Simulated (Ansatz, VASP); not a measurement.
## Ga2As2H3 (GaAs wire along [110], 16 atoms a period, H-terminated): VASP beside Ansatz

Aim: how closely do two programs agree when they are given the same cell, functional and k mesh? The structure shown is the start of the Ansatz relaxation below; VASP solves that cell, so the two are compared at the walk's first step.

Method: plane waves, with VASP 6.6.1 beside it; single point at PBE, in Ansatz 0.2.0.

### 1. Starting point

The cell holds 28 atoms: 8 As, 12 H and 8 Ga. Its edges and angles: a = 18.670 Å, b = 17.512 Å, c = 4.066 Å, α = 90.0°, β = 90.0°, γ = 90.0°. Vacuum lies along a and b. The structure's axis is c.

### 2. Ansatz: relaxation, PBE

Ansatz runs on its PAW soft_1 files.

The two programs are compared at the cell with which this relaxation starts, whose forces are those of its first step.

File input.yaml:

```yaml
crystal:
  lattice:
    - [18.67, 0.0, 0.0]
    - [0.0, 17.512, 0.0]
    - [0.0, 0.0, 4.0658639918]
  atoms:
    - { symbol: As, position: [0.384032829, 0.383907983, 0.0] }
    - { symbol: H, position: [0.412168157, 0.194152581, 0.0] }
    - { symbol: Ga, position: [0.461028008, 0.267820043, 0.0] }
    - { symbol: Ga, position: [0.461028008, 0.499995922, 0.0] }
    - { symbol: As, position: [0.692013547, 0.383907983, 0.0] }
    - { symbol: H, position: [0.739945679, 0.31163927, 0.0] }
    - { symbol: Ga, position: [0.769008726, 0.499995922, 0.0] }
    - { symbol: H, position: [0.182110337, 0.499995922, 0.188732898] }
    - { symbol: H, position: [0.817868578, 0.499995922, 0.317291626] }
    - { symbol: As, position: [0.23004247, 0.499995922, 0.5] }
    - { symbol: H, position: [0.258177798, 0.310240521, 0.5] }
    - { symbol: H, position: [0.258177798, 0.689751324, 0.5] }
    - { symbol: Ga, position: [0.30703765, 0.383907983, 0.5] }
    - { symbol: Ga, position: [0.30703765, 0.616083862, 0.5] }
    - { symbol: As, position: [0.538023188, 0.267820043, 0.5] }
    - { symbol: As, position: [0.538023188, 0.732171801, 0.5] }
    - { symbol: As, position: [0.538023188, 0.499995922, 0.5] }
    - { symbol: H, position: [0.585955321, 0.19555133, 0.5] }
    - { symbol: H, position: [0.585955321, 0.804440514, 0.5] }
    - { symbol: Ga, position: [0.615018367, 0.383907983, 0.5] }
    - { symbol: Ga, position: [0.615018367, 0.616083862, 0.5] }
    - { symbol: H, position: [0.817868578, 0.499995922, 0.682708374] }
    - { symbol: H, position: [0.182110337, 0.499995922, 0.811267102] }
    - { symbol: As, position: [0.384032829, 0.616083862, 0.0] }
    - { symbol: H, position: [0.412168157, 0.805839263, 0.0] }
    - { symbol: Ga, position: [0.461028008, 0.732171801, 0.0] }
    - { symbol: As, position: [0.692013547, 0.616083862, 0.0] }
    - { symbol: H, position: [0.739945679, 0.688352575, 0.0] }
kpoints:
  mp_grid: { grid: [1, 1, 20] }
scf:
  occupations: { method: fermi_dirac, width: 0.05 }
hamiltonian:
  xc: pbe
  pseudopotentials: { kind: paw, azcp: { folder: soft_1 } }
relax:
  cell: { fix: [a, b, alpha, beta, gamma] }
  max_steps: 45
  f_tol: 0.03
```

Command:

```sh
> ansatz run input.yaml --threads 4 --pin off --max-ram 16384MiB --backend cpu --events-out ev --progress --plain --runs-dir out
```

Numbers of over 12 decimals in the logs are rounded to 6 here.

Output:

```text
Engine: ansatz 0.2.0, aarch64-unknown-linux-gnu
Pseudopotentials: kind: paw
Pseudopotential: As, paw, valence charge 15, recommended cutoff 420 eV (normal), soft_1/As.paw.azcp
Pseudopotential: H, paw, valence charge 1, recommended cutoff 420 eV (normal), soft_1/H.paw.azcp
Pseudopotential: Ga, paw, valence charge 13, recommended cutoff 420 eV (normal), soft_1/Ga.paw.azcp
Functional definition: PBE
  parameter kappa = 0.804
  parameter beta = 0.066725
  exchange = pbe_x(kappa = kappa, mu = beta*pi^2/3)
  correlation = pbe_c(beta = beta)
Crystal: 28 atoms, lattice volume = 1329.330 Å³
Basis set: ecut = 420 eV, 25929 PW (Γ), exchange–correlation on 250×240×60 points (8 copies of the dense FFT grid, shifted against one another)
Bands: 146, of which v1, the nominal top of the filled ones, is band 118 counted from 1 (117 counted from 0)
Symmetry: 4 space group operations
Space group: Pmm2 (ITA 25), of the structure as read, at distance tolerance 1.1e-4 Å
k-points: 11 of 20
Non-local potential: As, projectors of the file, l = 0: 2, l = 1: 2, l = 2: 3, l = 3: 1
Non-local potential: H, projectors of the file, l = 0: 2, l = 1: 1
Non-local potential: Ga, projectors of the file, l = 0: 2, l = 1: 2, l = 2: 3, l = 3: 1
PAW form: soft (Blöchl's): semilocal exchange-correlation on the pseudo side does not see the compensation charge
PAW one-centre angular grid: As, 590 points (default); XC on 64 Gauss nodes
PAW one-centre angular grid: H, 110 points (default); XC on 64 Gauss nodes
PAW one-centre angular grid: Ga, 590 points (default); XC on 64 Gauss nodes
Initial density: superposition of atomic densities (neutral atoms: chi_scale 0, normalization atom)
Initial wavefunctions: pseudopotential atomic-orbital guess
Functional: x = pbe(κ = 0.804, μ = 0.219515), c = pbe(β = 0.066725)
SCF iter   1: F=—  HF=-69308.270213 eV  |F-HF|=—  |Δ(HF+E_count)|=         —  Δρ=3.24e-2  dr2=1.41e1  ethr=3.10e-3  ⟨swp⟩=6.5  Hψ=6521  notcnv=0  defer=45
preconditioner: auto → Resta (q_TF=auto, 2.045 Å⁻¹)  ε∞=1.9  [insulator: Δε(μ)=1.677 eV  Ē_g=13.711 eV  σ=0.050 eV  W_gap=1.00  n_scr=196 (ndim 8)  ℏωp=12.7 eV  f_vac=0.590  D(μ)=0.00/eV (n_scr^D=0)  ε∞_Penn≈1.9  vacuum switching on, ρ_ref=1.4e-2 e/Å³]
SCF iter   2: F=—  HF=-69304.761423 eV  |F-HF|=—  |Δ(HF+E_count)|=    3.51e0  Δρ=1.46e-2  dr2=2.69e0  ethr=3.10e-3  ⟨swp⟩=3.0  Hψ=2341  notcnv=0  defer=221
SCF iter   3: F=—  HF=-69304.327047 eV  |F-HF|=—  |Δ(HF+E_count)|=   4.34e-1  Δρ=4.37e-3  dr2=7.77e-1  ethr=1.14e-3  ⟨swp⟩=3.4  Hψ=2615  notcnv=0  defer=201
SCF iter   4: F=—  HF=-69304.177276 eV  |F-HF|=—  |Δ(HF+E_count)|=   1.50e-1  Δρ=1.54e-3  dr2=8.04e-2  ethr=3.29e-4  ⟨swp⟩=4.0  Hψ=2603  notcnv=0  defer=196
SCF iter   5: F=—  HF=-69304.171434 eV  |F-HF|=—  |Δ(HF+E_count)|=   5.84e-3  Δρ=7.25e-4  dr2=9.64e-3  ethr=3.41e-5  ⟨swp⟩=3.3  Hψ=2094  notcnv=0  defer=195
SCF iter   6: F=—  HF=-69304.172333 eV  |F-HF|=—  |Δ(HF+E_count)|=   8.98e-4  Δρ=3.05e-4  dr2=3.92e-3  ethr=4.09e-6  ⟨swp⟩=2.0  Hψ=2266  notcnv=0  defer=195
SCF iter   7: F=—  HF=-69304.172671 eV  |F-HF|=—  |Δ(HF+E_count)|=   3.39e-4  Δρ=1.76e-4  dr2=1.81e-3  ethr=1.66e-6  ⟨swp⟩=2.0  Hψ=1733  notcnv=0  defer=195
SCF iter   8: F=—  HF=-69304.172654 eV  |F-HF|=—  |Δ(HF+E_count)|=   1.78e-5  Δρ=8.56e-5  dr2=2.26e-4  ethr=7.68e-7  ⟨swp⟩=1.9  Hψ=1558  notcnv=0  defer=195
SCF iter   9: F=—  HF=-69304.172711 eV  |F-HF|=—  |Δ(HF+E_count)|=   5.76e-5  Δρ=3.12e-5  dr2=1.25e-5  ethr=9.59e-8  ⟨swp⟩=2.0  Hψ=1668  notcnv=0  defer=195
SCF iter  10: F=—  HF=-69304.172603 eV  |F-HF|=—  |Δ(HF+E_count)|=   1.08e-4  Δρ=1.23e-5  dr2=2.66e-6  ethr=5.31e-9  ⟨swp⟩=2.0  Hψ=2429  notcnv=0  defer=195
SCF iter  11: F=—  HF=-69304.172606 eV  |F-HF|=—  |Δ(HF+E_count)|=   2.90e-6  Δρ=4.01e-6  dr2=2.21e-7  ethr=1.13e-9  ⟨swp⟩=2.0  Hψ=2268  notcnv=0  defer=195
SCF iter  12: F=-69304.172607 eV  HF=-69304.172607 eV  |F-HF|=1.91e-8  |Δ(HF+E_count)|=   3.12e-7  Δρ=1.30e-6  dr2=2.60e-8  ethr=4.24e-11  ⟨swp⟩=4.0  Hψ=5087  notcnv=0
SCF 1 converged in 12 iterations: F = -69304.172607 eV  dr2 = 2.60e-8
  greatest PAW one-centre occupation: 0.999 electrons in one spin orbital (limit 2), on the As atom at site 9 (counted from 0), in its partial waves of l = 2
relax step   1: F+E_penalty+E_count = -69304.17260660 eV  Δ(F+E_penalty+E_count) = +0.000e0 eV  max|allowed force component| = 1.375e0 eV/Å  Δτ_max = 0.0000 Å  P = -0.091 GPa  Ω = 1329.330 Å³  fix = [a, b, alpha, beta, gamma]  reactions: a -0.301, b -0.386 GPa  (12 SCF iters, dr2 threshold 1.00e-7 eV, accepted)
[...]
relax step   7: F+E_penalty+E_count = -69304.97726044 eV  Δ(F+E_penalty+E_count) = -8.942e-4 eV  max|allowed force component| = 1.748e-2 eV/Å  Δτ_max = 0.0183 Å  P = -0.003 GPa  Ω = 1356.138 Å³  energy of the carried Pulay correction = -3.751e-3 eV  fix = [a, b, alpha, beta, gamma]  reactions: a -0.006, b -0.004 GPa  (6 SCF iters, dr2 threshold 1.38e-7 eV, accepted)
[...]
relax step   8: F+E_penalty+E_count = -69304.98128264 eV  Δ(F+E_penalty+E_count) = -4.022e-3 eV  max|allowed force component| = 1.747e-2 eV/Å  Δτ_max = 0.0000 Å  P = -0.001 GPa  Ω = 1356.138 Å³  fix = [a, b, alpha, beta, gamma]  reactions: a -0.006, b -0.003 GPa  stress off target by 6.31e-3 GPa on what of the cell is left free  SCF on the basis re-selected at this cell (its energy is not comparable with the rows above)  (8 SCF iters)
basis re-selected at this cell: Δ(F+E_penalty+E_count) = -4.022e-3 eV, ΔP = +0.002 GPa vs the last step (what re-selecting the basis moved, of the pressure what is left beyond the Pulay correction that the steps carried, after the strain that the cell walked since its last selection, with what the two solves' SCF thresholds leave and, on support functions, any second-order correction that the steps lacked; it is no m [...]
SCF converged after 8 iterations
Free energy (F): -69304.981283 eV
Harris-Foulkes:  -69304.981283 eV  (|F-HF|=1.27e-8)
Internal energy: -69304.981282 eV  (E = F + TS)
E sigma→0 (E₀):  -69304.981282 eV
Entropy (-TS):   -0.000000 eV (-0.000 meV/atom)
Fermi energy:    -0.431231 eV
--- Per-component energies (eV) ---
  E_band       = -4647.196558
  E_kinetic    = 1823.023116
  E_local      = -140976.483193  (includes V_loc(G=0)·N_el)
  E_nonlocal   = -3882.455654
  E_hartree    = 71857.809515
  E_xc         = -1168.883712
  E_vxc        = -1164.781786  (∫ρ·V_xc dr)
  E_paw        = -32045.798742  (= ΣΔE_a)
  E_vpaw       = -4162.105048  (= ΣTr[D̂ρ^β])
  E_aug_tail   = -0.013022  (compensation charges beyond the density's cutoff)
  E_ewald      = 35087.820412
  E_smearing   = -0.000000  (= −TS)
  E_closure    = 0.000000  (closes the sum)
  Σ components = -69304.981283   (vs F -69304.981283, Δ=0.00e0)
--- Forces (eV/Å), atoms counted from 1 ---
  atom   1  As    -0.00121799    -0.00303494     0.00000000
  atom   2  H     -0.00052386     0.00292454     0.00000000
  atom   3  Ga     0.00308331    -0.00202139     0.00000000
  atom   4  Ga    -0.00041889     0.00000000     0.00000000
  atom   5  As    -0.00292487    -0.00342210     0.00000000
  atom   6  H     -0.00037492     0.00936230     0.00000000
  atom   7  Ga     0.00006337    -0.00000000     0.00000000
  atom   8  H      0.00485669    -0.00000000    -0.00321864
  atom   9  H      0.00089590    -0.00000000     0.00132892
  atom  10  As    -0.00901553     0.00000000     0.00000000
  atom  11  H      0.00257932    -0.00012800     0.00000000
  atom  12  H      0.00257932     0.00012800     0.00000000
  atom  13  Ga    -0.00456860     0.00106741     0.00000000
  atom  14  Ga    -0.00456860    -0.00106741     0.00000000
  atom  15  As    -0.00318831    -0.00300454     0.00000000
  atom  16  As    -0.00318831     0.00300454     0.00000000
  atom  17  As     0.01746711    -0.00000000     0.00000000
  atom  18  H      0.00107410     0.00087256     0.00000000
  atom  19  H      0.00107410    -0.00087256     0.00000000
  atom  20  Ga    -0.00373892     0.00397099     0.00000000
  atom  21  Ga    -0.00373892    -0.00397099     0.00000000
  atom  22  H      0.00089590    -0.00000000    -0.00132892
  atom  23  H      0.00485669    -0.00000000     0.00321864
  atom  24  As    -0.00121799     0.00303494     0.00000000
  atom  25  H     -0.00052386    -0.00292454     0.00000000
  atom  26  Ga     0.00308331     0.00202139     0.00000000
  atom  27  As    -0.00292487     0.00342210     0.00000000
  atom  28  H     -0.00037492    -0.00936230     0.00000000
  max |Σ_I F_I| component: 2.35e-7 eV/Å
--- Stress (GPa, compression-positive) ---
       -0.005626       0.000000       0.000000
        0.000000      -0.002973       0.000000
        0.000000       0.000000       0.006313
  P = ⅓ Tr σ = -0.0008 GPa (-0.008 kbar)
--- Relaxed structure (7 steps of the walk, 7 accepted, 1 SCFs on fresh bases) ---
  F+E_penalty+E_count = -69304.98128264 eV   max|allowed force component| = 1.747e-2 eV/Å   (the final SCF, on the basis selected at the relaxed cell)
  cell:  # Å, volume = 1356.1380 Å³
    - [18.67, 0.0, 0.0]
    - [0.0, 17.512, 0.0]
    - [0.0, 0.0, 4.147857]
  atoms:
    - { symbol: As, position: [0.384635, 0.382397, 0.0] }
    - { symbol: H, position: [0.413270, 0.188570, 0.0] }
    - { symbol: Ga, position: [0.458112, 0.264086, 0.0] }
    - { symbol: Ga, position: [0.459277, 0.500000, 0.0] }
    - { symbol: As, position: [0.688867, 0.394486, 0.0] }
    - { symbol: H, position: [0.729164, 0.318627, 0.0] }
    - { symbol: Ga, position: [0.782109, 0.500000, 0.0] }
    - { symbol: H, position: [0.190696, 0.500000, 0.229604] }
    - { symbol: H, position: [0.821981, 0.500000, 0.325288] }
    - { symbol: As, position: [0.245660, 0.500000, 0.5] }
    - { symbol: H, position: [0.255579, 0.305380, 0.5] }
    - { symbol: H, position: [0.255579, 0.694620, 0.5] }
    - { symbol: Ga, position: [0.310005, 0.373283, 0.5] }
    - { symbol: Ga, position: [0.310005, 0.626717, 0.5] }
    - { symbol: As, position: [0.532899, 0.275132, 0.5] }
    - { symbol: As, position: [0.532899, 0.724868, 0.5] }
    - { symbol: As, position: [0.535128, 0.500000, 0.5] }
    - { symbol: H, position: [0.581769, 0.205336, 0.5] }
    - { symbol: H, position: [0.581769, 0.794664, 0.5] }
    - { symbol: Ga, position: [0.614365, 0.386228, 0.5] }
    - { symbol: Ga, position: [0.614365, 0.613772, 0.5] }
    - { symbol: H, position: [0.821981, 0.500000, 0.674712] }
    - { symbol: H, position: [0.190696, 0.500000, 0.770396] }
    - { symbol: As, position: [0.384635, 0.617603, 0.0] }
    - { symbol: H, position: [0.413270, 0.811430, 0.0] }
    - { symbol: Ga, position: [0.458112, 0.735914, 0.0] }
    - { symbol: As, position: [0.688867, 0.605514, 0.0] }
    - { symbol: H, position: [0.729164, 0.681373, 0.0] }
```

In the SCF lines HF is the Harris–Foulkes energy and dr2 the Hartree energy of the density residual, in eV; the loop may stop once dr2 is under the threshold and the program's other checks hold. Hψ counts applications of the Hamiltonian.

(Continued in part 2 of 2.)

[Lines on the potential files, build, host, timing and source positions are cut from VASP's logs without a mark.]

[Logs are printed without paths, hosts, clocks, repeated set-up lines and the standing remarks that a program may print on its own settings, such as how far it seeks lower states.]

[Hosts, paths, dates, database ids (printed as entryN), source tags and the programs' standing remarks are cut or masked in the printed files.]
